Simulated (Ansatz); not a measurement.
The system is CuI (Marshite).

```
I Cu
1.0
     0.00000    3.03150    3.03150
     3.03150    0.00000    3.03150
     3.03150    3.03150    0.00000
I Cu
1 1
Direct
  0.00000 0.00000 0.00000
  0.75000 0.75000 0.75000
```

Program: Ansatz 0.2.0. Alike in all runs: potentials or basis Ansatz PAW; cell as given; cutoff (eV) 420. Hardware: 2 threads of Arm Neoverse V1, on a shared host.

Q: Order these runs on this cell by their wall time, lowest first.
A. task band structure; level PBE; spin SOC, no magnetisation; k mesh 6 × 6 × 6; smearing fermi-dirac 0.05 eV; points for each segment of the path 14
B. task band structure; level LDA; spin off; k mesh 8 × 8 × 8; smearing fermi-dirac 0.05 eV; points for each segment of the path 14
C. task single point; level PBE; spin off; k mesh 8 × 8 × 8; smearing gaussian 0.011 eV

A: C (2 s), B (10 s), A (31 s).
